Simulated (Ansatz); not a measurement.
# Stack of 1T-VSe2 under blue phosphorene, upper layer turned by 180° in a perpendicular field

Wanted: the out-of-plane response of the stack of 1T-VSe2 under blue phosphorene, upper layer turned by 180°. A positive field points along +c.

Program: Ansatz 0.2.0. Level of theory: plane-wave DFT, RPBE+U-D3(BJ), Ansatz PAW. Results are calculated unless marked as measured.

Report form: the programs' logs are mostly left out.

## (1) Set-up

The cell holds 5 atoms: 2 Se, 1 V and 2 P. Cell: a = 3.305 Å, b = 3.305 Å, c = 25.882 Å, α = 90.0°, β = 90.0°, γ = 120.0°. Regions: layer 1: 1T-VSe2, 3 atoms (2 Se and 1 V); layer 2: blue phosphorene, 2 atoms (2 P). Vacuum lies along c.

## (2) Relaxing the slab

The starting cell is a guess, so the in-plane lattice and the atoms are relaxed first, with the slab cut off from its images along the normal. The program lengthens the vector along the normal by itself, so c and the volume that it reports differ from the typed ones.

The input, input.yaml:

```yaml
crystal:
  lattice:
    - [3.305, 0.0, 0.0]
    - [-1.6525, 2.8622139595, 0.0]
    - [0.0, 0.0, 25.881766888]
  atoms:
    - { symbol: Se, position: [0.6666666667, 0.3333333333, 0.3477351465] }
    - { symbol: V, position: [0.0, 0.0, 0.4151912615], spin: 1.0 }
    - { symbol: Se, position: [0.3333333333, 0.6666666667, 0.4826473765] }
    - { symbol: P, position: [0.6666666667, 0.3333333333, 0.6043546778] }
    - { symbol: P, position: [0.0, 0.0, 0.6522648535] }
  periodic: [true, true, false]
magnetization:
  spin_polarized: true
kpoints:
  mp_grid: { grid: [12, 12, 1] }
hamiltonian:
  xc: rpbe
  dispersion: d3bj
  hubbard: { sites: [{ species: V, l: d, u_eff: 2.0 }] }
scf:
  occupations: { method: fermi_dirac, width: 0.05 }
  convergence: { dr2_threshold: 1.0e-09 }
relax:
  f_tol: 0.004
  max_steps: 90
  cell: {}
output:
  write_potential: true
  write_density: true
  volumetric_format: npy
```

On the command line:

```bash
$ ansatz run input.yaml --threads 4 --pin off --max-ram 6144MiB --backend cpu --events-out ev --progress --plain --runs-dir out
```

Run time: 9.8 min. Hardware: 4 threads of Arm Neoverse V2, shared host; peak memory 2.3 GiB; 39 min of CPU time.

The steps of the relaxation:

```
step  energy less that of the first step (eV)  largest force component (eV/Å)  volume (Å³)
   1                                   0.0000                          1.8151       374.26
   2                                  -0.6467                          0.7328       354.18
   3                                  -0.9464                          0.4177       330.29
   4                                  -1.0820                          0.3401       323.96
   5                                  -1.2379                          0.3005       324.53
   6                                  -1.3424                          0.3441       327.08
   7                                  -1.1124                          1.4553       362.24
   8                                  -1.3504                          0.4776       333.99
   9                                  -1.3593                          0.0167       333.57
  10                                  -1.3593                          0.0048       333.36
  11                                  -1.3593                          0.0008       333.36
 12*                                  -1.3574                          0.0009       333.36
 12*                                  -1.3574                          0.0009       333.36
```

Relaxation steps marked * repeat the geometry before them on a plane-wave basis chosen anew for their cell, so energy and pressure can jump there. Relaxation step 7 was tried and not accepted.

| cell as run | before | after | change |
| --- | --- | --- | --- |
| a (Å) | 3.305 | 3.119 | -5.6 % |
| b (Å) | 3.305 | 3.119 | -5.6 % |

The atoms that moved most (Å, along periodic axes as changes of fractional coordinates times the final cell, across vacuum about the mean position):

```csv
atom,dx,dy,dz,length
P5,0.000,0.000,-0.828,0.828
P4,0.000,0.000,-0.822,0.822
Se1,0.000,0.000,0.688,0.688
V2,0.000,0.000,0.556,0.556
Se3,0.000,0.000,0.405,0.405
```

Final coordinates:

```xyz
5
Lattice="3.1192 0.0000 0.0000 -1.5596 2.7013 0.0000 0.0000 0.0000 39.5635" Properties=species:S:1:pos:R:3
Se    1.5596    0.9004    9.6882
V     0.0000    0.0000   11.3023
Se    0.0000    1.8009   12.8971
P     1.5596    0.9004   14.8200
P     0.0000    0.0000   16.0536
```

Numbers from this step:

```yaml
energy_at_zero_smearing: -15393.8482 eV
total_moment: 0.8564 μB
site_moments: -0.07720, 0.8991, -0.05845, -0.01247, -0.006651 μB
```

Site moment by atom:

| atom | site moment (μB) |
| --- | --- |
| Se1 | -0.077 |
| V2 | 0.899 |
| Se3 | -0.058 |
| P4 | -0.012 |
| P5 | -0.007 |

The lattice constant a goes from 3.305 to 3.119 Å.

## (3) Atoms held, field 0

A sawtooth potential applies the field, turning back in the middle of the vacuum. With the dipole correction the typed value is the field outside the slab. The induced dipole is small, so the SCF threshold is tight.

The cell differs from the one that the last finished run ended in (c 39.564 → 24.365 Å).

The input, input.yaml:

```yaml
crystal:
  lattice:
    - [3.119211824, 0.0, 0.0]
    - [-1.559605912, 2.7013166794, 0.0]
    - [0.0, 0.0, 24.3653770119]
  atoms:
    - { symbol: Se, position: [0.6666666667, 0.3333333333, 0.3693765951], spin: -0.08 }
    - { symbol: V, position: [0.0, 0.0, 0.4356232205], spin: 0.9 }
    - { symbol: Se, position: [0.3333333333, 0.6666666667, 0.50107424], spin: -0.06 }
    - { symbol: P, position: [0.6666666667, 0.3333333333, 0.5799974217], spin: -0.01 }
    - { symbol: P, position: [0.0, 0.0, 0.6306234049], spin: -0.01 }
magnetization:
  spin_polarized: true
kpoints:
  mp_grid: { grid: [18, 18, 1] }
  band_path:
    path: [[0, 0, 0], [0.5, 0, 0], [0.33333333, 0.33333333, 0], [0, 0, 0]]
    npoints: 16
hamiltonian:
  xc: rpbe
  dispersion: d3bj
  hubbard: { sites: [{ species: V, l: d, u_eff: 2.0 }] }
scf:
  occupations: { method: fermi_dirac, width: 0.05 }
  convergence: { dr2_threshold: 1.0e-10 }
efield:
  axis: 3
  dipole_correction: true
  ramp_position: 0.97
  ramp_width: 0.06
  amplitude: 0
output:
  dos: { projected: true, e_range: [-6, 5] }
  bader: true
  write_potential: true
  write_density: true
  volumetric_format: npy
  elf: true
```

Elapsed: 7.8 min, on 4 threads; peak memory 2.7 GiB; 31 min of CPU time.

Numbers from this step:

| Quantity | Value |
| --- | --- |
| energy at zero smearing | -15393.8522 eV |
| total moment | 0.7343 μB |
| site moments | -0.07012, 0.7818, -0.04812, -0.01063, -0.006126 μB |
| work function, upper face | 4.468 eV |
| work function, lower face | 4.685 eV |
| dipole along the normal | 0.01009 e·Å |
| step between the vacuum levels | -0.2167 eV |

Running mean over a fixed 2.6 Å (it still follows the layers) of the planar mean; the ramp of the sawtooth is left out. Table of electron's electrostatic potential energy less the Fermi level by z:

z (Å), electron's electrostatic potential energy less the Fermi level (eV) and a bar from the least value:
```
        3        4.7 ##############################
        4        4.7 ##############################
        5        4.7 ##############################
        6        4.6 ##############################
        7        3.7 ############################
        8       -0.2 #####################
        9       -4.6 ############
       10       -8.0 ######
       11       -8.3 #####
       12       -6.8 ########
       13       -7.4 #######
       14       -9.8 ###
       15      -11.2 
       16       -4.7 ############
       17        2.1 #########################
       18        4.3 #############################
       19        4.5 ##############################
       20        4.5 ##############################
       21        4.5 ##############################
```

The density of states has structure finer than the step of the table below, so its rows give means over 0.2 eV, whole bins alone (the curve runs from -6 to 1.99 eV). Peaks (eV: height): total -3.44: 8.33, -2.97: 5.42, -2.88: 6.50, 0.64: 6.71, 1.00: 9.12, 1.39: 6.03, 1.91: 5.71; up -5.39: 3.96, -3.44: 3.25, -2.97: 4.38, 0.48: 3.51, 0.64: 5.84, 1.00: 7.80, 1.58: 3.79; down -5.37: 3.18, -3.96: 2.68, -3.44: 5.09, -3.30: 2.70, -2.88: 4.25, 1.39: 5.60, 1.91: 4.32.

The density of states by energy, zero at the Fermi level; means over each step; values in states/eV a cell:

| energy (eV) | total | up | down |
| --- | --- | --- | --- |
| -5.8 | 1.70 | 0.987 | 0.714 |
| -5.6 | 2.21 | 1.13 | 1.08 |
| -5.4 | 3.92 | 2.03 | 1.89 |
| -5.2 | 2.48 | 1.14 | 1.33 |
| -5.0 | 2.33 | 1.17 | 1.16 |
| -4.8 | 1.85 | 0.856 | 0.994 |
| -4.6 | 1.80 | 0.974 | 0.822 |
| -4.4 | 3.13 | 1.65 | 1.48 |
| -4.2 | 3.51 | 2.02 | 1.49 |
| -4.0 | 4.09 | 1.99 | 2.10 |
| -3.8 | 3.63 | 1.63 | 2.00 |
| -3.6 | 3.05 | 1.97 | 1.08 |
| -3.4 | 4.65 | 2.28 | 2.37 |
| -3.2 | 3.23 | 1.28 | 1.95 |
| -3.0 | 3.25 | 2.04 | 1.21 |
| -2.8 | 3.72 | 1.80 | 1.92 |
| -2.6 | 3.35 | 1.70 | 1.65 |
| -2.4 | 3.34 | 1.85 | 1.49 |
| -2.2 | 2.91 | 1.39 | 1.52 |
| -2.0 | 2.91 | 1.56 | 1.35 |
| -1.8 | 2.52 | 1.37 | 1.15 |
| -1.6 | 2.83 | 1.28 | 1.55 |
| -1.4 | 2.28 | 1.17 | 1.12 |
| -1.2 | 2.34 | 1.39 | 0.958 |
| -1.0 | 2.16 | 1.30 | 0.861 |
| -0.8 | 1.60 | 0.829 | 0.769 |
| -0.6 | 1.94 | 1.07 | 0.863 |
| -0.4 | 1.89 | 0.908 | 0.983 |
| -0.2 | 1.36 | 0.777 | 0.582 |
| 0.0 | 1.50 | 0.937 | 0.558 |
| 0.2 | 0.649 | 0.0652 | 0.584 |
| 0.4 | 1.68 | 0.941 | 0.738 |
| 0.6 | 4.36 | 3.34 | 1.02 |
| 0.8 | 2.73 | 1.92 | 0.808 |
| 1.0 | 3.82 | 2.96 | 0.860 |
| 1.2 | 0.977 | 0.363 | 0.614 |
| 1.4 | 3.70 | 0.467 | 3.24 |
| 1.6 | 3.55 | 2.27 | 1.28 |
| 1.8 | 4.12 | 1.53 | 2.59 |

Projected DOS per atom over height of the atomic layer and energy from the Fermi level. Layers: Se V Se P P from below.

Values in states/eV, 22 rows by 5 columns, each cell a mean:
```
0.40 1.88 0.25 0.60 0.56
0.34 1.51 0.24 0.58 0.52
0.23 1.44 0.19 0.22 0.22
0.39 2.12 0.38 0.18 0.21
0.18 1.06 0.18 0.10 0.10
0.20 0.75 0.15 0.06 0.08
0.24 0.94 0.21 0.14 0.14
0.26 0.80 0.22 0.20 0.19
0.53 0.98 0.27 0.25 0.24
0.52 0.73 0.29 0.42 0.42
0.63 0.81 0.29 0.43 0.44
0.74 0.94 0.51 0.31 0.39
0.87 0.92 0.76 0.27 0.43
1.15 0.76 0.78 0.27 0.63
1.12 0.72 0.72 0.38 0.74
0.98 0.61 0.59 0.43 0.68
0.76 0.63 0.94 0.62 1.02
0.63 0.42 0.68 0.48 0.72
0.55 0.23 0.29 0.32 0.37
0.67 0.27 0.67 0.29 0.40
1.04 0.39 0.81 0.38 0.48
0.48 0.21 0.45 0.23 0.21
```
Columns: height of the atomic layer (Å) from 9 to 15.4 (not evenly spaced); rows upwards: energy from the Fermi level (eV) from -5.96 to 1.96.

Projected DOS per atom, spin up over height of the atomic layer and energy from the Fermi level. Layers: Se V Se P P from below.

Ten even steps from '0' (0.03 states/eV) to '9' (1.50 states/eV), each cell a mean:
```
13011
02010
16000
19100
03000
02000
03000
03000
14000
12011
23011
23001
23201
33202
22202
32111
22213
11212
10000
10101
31211
10100
```
Columns: height of the atomic layer (Å) from 9 to 15.4 (not evenly spaced); rows upwards: energy from the Fermi level (eV) from -5.96 to 1.96.

Projected DOS per atom, spin down over height of the atomic layer and energy from the Fermi level. Layers: Se V Se P P from below.

Values in states/eV, 22 rows by 5 columns, each cell a mean:
```
0.19 1.35 0.13 0.28 0.28
0.19 1.18 0.17 0.37 0.36
0.04 0.41 0.04 0.10 0.09
0.08 0.61 0.07 0.04 0.05
0.08 0.46 0.07 0.04 0.04
0.08 0.31 0.07 0.03 0.04
0.14 0.41 0.09 0.07 0.07
0.16 0.29 0.10 0.11 0.10
0.24 0.23 0.13 0.14 0.13
0.32 0.27 0.16 0.23 0.23
0.30 0.30 0.18 0.21 0.23
0.38 0.40 0.34 0.14 0.19
0.46 0.34 0.42 0.12 0.21
0.57 0.25 0.36 0.12 0.28
0.73 0.36 0.38 0.20 0.39
0.42 0.21 0.29 0.22 0.36
0.34 0.24 0.49 0.30 0.52
0.33 0.16 0.31 0.23 0.34
0.29 0.10 0.16 0.16 0.19
0.35 0.12 0.35 0.14 0.20
0.54 0.18 0.40 0.20 0.25
0.20 0.08 0.23 0.11 0.09
```
Columns: height of the atomic layer (Å) from 9 to 15.4 (not evenly spaced); rows upwards: energy from the Fermi level (eV) from -5.96 to 1.96.

Deep bands are left out, so band numbers here count from the lowest band kept and differ from the log's. The electronic bands at the labelled points (eV, zero at the Fermi level; # counts the bands kept):

```
  point  up #8  up #10  up #11  up #12  down #7  down #8  down #9  down #10
      Γ  -0.77    0.83    0.83    1.58    -0.47     0.76     0.76      0.88
halfway  -1.37   -0.76    0.84    0.86    -2.06    -0.82    -0.68      0.04
      M  -1.96   -1.07    0.65    0.85    -2.61    -1.66    -1.09     -0.70
halfway  -2.88   -0.07    0.46    1.00    -3.27    -2.76    -1.85      0.74
      K  -2.94    0.04    0.63    0.75    -3.11    -2.94    -2.66      1.01
halfway  -1.97   -0.55    0.58    1.19    -2.58    -1.77    -0.84      0.62
      Γ  -0.77    0.83    0.83    1.58    -0.47     0.76     0.76      0.88
```

Site moment by atom:

| atom | site moment (μB) |
| --- | --- |
| Se1 | -0.070 |
| V2 | 0.782 |
| Se3 | -0.048 |
| P4 | -0.011 |
| P5 | -0.006 |

Spin density in the ca plane at fractional y = 0.333, with atoms of Se and P within 0.2 Å of it.

Values in units of 1e-2 e/Å³, 5 rows by 16 columns, each cell a mean:
```
 0.0  0.0  0.0 -0.9 -1.5  1.3  0.7 -0.3 -0.3 -0.1 -0.2  0.0  0.0  0.0  0.0  0.0
 0.0  0.0  0.1  0.4 -0.3  0.2  0.2 -0.1 -0.4 -0.2 -0.2  0.0  0.0  0.0  0.0  0.0
 0.0  0.0  0.0 -0.9 -1.5  1.2  0.7 -0.4 -0.3 -0.1 -0.2  0.0  0.0  0.0  0.0  0.0
 0.0  0.0  0.0 -0.4  0.5  4.7  0.7 -0.9 -0.1  0.0 -0.1  0.0  0.0  0.0  0.0  0.0
 0.0  0.0  0.0 -0.4  0.6  5.0  0.7 -0.9 -0.1  0.0 -0.1  0.0  0.0  0.0  0.0  0.0
```
Columns run along c (16.0 Å, from fractional 0.21 to 0.87 of the cell), rows up along a (3.1 Å). Atoms in or near the plane, at fractional coordinates: Se at (0.37, 0.67), P at (0.58, 0.67).

ELF in the ca plane at fractional y = 0.333, with atoms of Se and P within 0.2 Å of it. It is the smooth field of the valence electrons, not physical close to the nuclei.

Values, 5 rows by 16 columns, each cell a mean:
```
0.00 0.09 0.59 0.78 0.68 0.31 0.29 0.31 0.64 0.63 0.46 0.18 0.02 0.00 0.00 0.00
0.01 0.17 0.76 0.68 0.47 0.43 0.13 0.15 0.59 0.20 0.24 0.03 0.00 0.00 0.00 0.00
0.00 0.09 0.60 0.78 0.67 0.31 0.29 0.31 0.64 0.61 0.44 0.17 0.02 0.00 0.00 0.00
0.00 0.01 0.13 0.39 0.43 0.15 0.47 0.64 0.32 0.55 0.68 0.59 0.11 0.00 0.00 0.00
0.00 0.01 0.11 0.37 0.42 0.16 0.47 0.65 0.30 0.54 0.68 0.60 0.12 0.00 0.00 0.00
```
Columns run along c (16.0 Å, from fractional 0.21 to 0.87 of the cell), rows up along a (3.1 Å). Atoms in or near the plane, at fractional coordinates: Se at (0.37, 0.67), P at (0.58, 0.67).

Electrostatic potential energy in the ca plane at fractional y = 0.333, with atoms of Se and P within 0.2 Å of it. With pseudopotentials it is smooth inside the atoms' cores, unlike the true potential.

Ten even steps from '0' (-30 eV) to '9' (7 eV), each cell a mean:
```
99999999853347778888888622477899999999999999
99999999635535888999886100058999999999999999
99999999646644889999986000048999999999999999
99999999735535888998887200058999999999999999
99999999864357777887788643577899999999999999
99999999988887656765578887766789999999999999
99999999999987545664568888765689999999999999
99999999987787656776678877766789999999999999
```
Columns run along c (16.0 Å, from fractional 0.21 to 0.87 of the cell; values clipped at the 3rd and 97th percentile), rows up along a (3.1 Å). Atoms in or near the plane, at fractional coordinates: Se at (0.37, 0.67), P at (0.58, 0.67).

The work function of the upper face is 4.47 eV.

## (4) Atoms held, field 0.1 V/Å

Changes to input.yaml since step 3:

```diff
@@ -30,6 +30,4 @@
   ramp_width: 0.06
-  amplitude: 0
+  amplitude: 0.1
 output:
-  dos: { projected: true, e_range: [-6, 5] }
-  bader: true
   write_potential: true
@@ -37,2 +35 @@
   volumetric_format: npy
-  elf: true
```

Wall time 7.8 min (4 threads); peak memory 2.8 GiB.

The dipole is 0.0506 e·Å, 0.0405 e·Å from its value without field.

## (5) Single point, field -0.1 V/Å

Changes to input.yaml since step 4:

```diff
@@ -30,3 +30,3 @@
   ramp_width: 0.06
-  amplitude: 0.1
+  amplitude: -0.1
 output:
```

It took 7.7 min on 4 threads; peak memory 2.8 GiB; 30 min of CPU time.

The dipole is -0.0304 e·Å, -0.0405 e·Å from its value without field.

## (6) Single point, field 0.2 V/Å

Changes to input.yaml since step 5:

```diff
@@ -30,3 +30,3 @@
   ramp_width: 0.06
-  amplitude: -0.1
+  amplitude: 0.2
 output:
```

Wall time 7.6 min (4 threads); peak memory 2.8 GiB.

The dipole is 0.0912 e·Å, 0.0811 e·Å from its value without field.

## (7) Atoms held, field -0.2 V/Å

Changes to input.yaml since step 6:

```diff
@@ -30,3 +30,3 @@
   ramp_width: 0.06
-  amplitude: 0.2
+  amplitude: -0.2
 output:
```

It took 7.4 min on 4 threads; peak memory 2.8 GiB.

The dipole is -0.0710 e·Å, -0.0811 e·Å from its value without field.

## (8) Single point, field 0.35 V/Å

Changes to input.yaml since step 7:

```diff
@@ -30,4 +30,6 @@
   ramp_width: 0.06
-  amplitude: -0.2
+  amplitude: 0.35
 output:
+  dos: { projected: true, e_range: [-6, 5] }
+  bader: true
   write_potential: true
@@ -35 +37,2 @@
   volumetric_format: npy
+  elf: true
```

Run time: 7.7 min. Hardware: 4 threads; peak memory 2.8 GiB.

The dipole is 0.152 e·Å, 0.142 e·Å from its value without field.

## (9) Response, atoms held

This step: plane-wave DFT, RPBE+U-D3(BJ), Ansatz PAW; response to a field along the normal, atoms held (Ansatz 0.2.0).

The dipoles give the slope, and the difference of two potentials shows where the field is screened.

Numbers from this step:

| Quantity | Value |
| --- | --- |
| equivalent conductor thickness p/(ε₀AE) | 8.705 Å |
| distance between the outer atoms | 6.365 Å |

The dipole of the cell by applied field:

| applied field (V/Å) | dipole of the cell (e·Å) |
| --- | --- |
| -0.200 | -0.0710 |
| -0.100 | -0.0304 |
| 0.000 | 0.0101 |
| 0.100 | 0.0506 |
| 0.200 | 0.0912 |
| 0.350 | 0.152 |

Table of total moment by applied field:

| applied field (V/Å) | total moment (μB) |
| --- | --- |
| -0.200 | 0.735 |
| -0.100 | 0.735 |
| 0.000 | 0.734 |
| 0.100 | 0.734 |
| 0.200 | 0.733 |
| 0.350 | 0.733 |

(Part 1 of 2 ends here.)

[Logs are printed without paths, hosts, clocks, repeated set-up lines and the standing remarks that a program may print on its own settings, such as how far it seeks lower states.]

[Hosts, paths, dates, database ids (printed as entryN), source tags and the programs' standing remarks are cut or masked in the printed files.]

[Maps of the electrostatic potential energy from Ansatz leave out the sawtooth potential of an applied field or a dipole correction, so their vacuum need not be flat; planar profiles and work functions include it.]
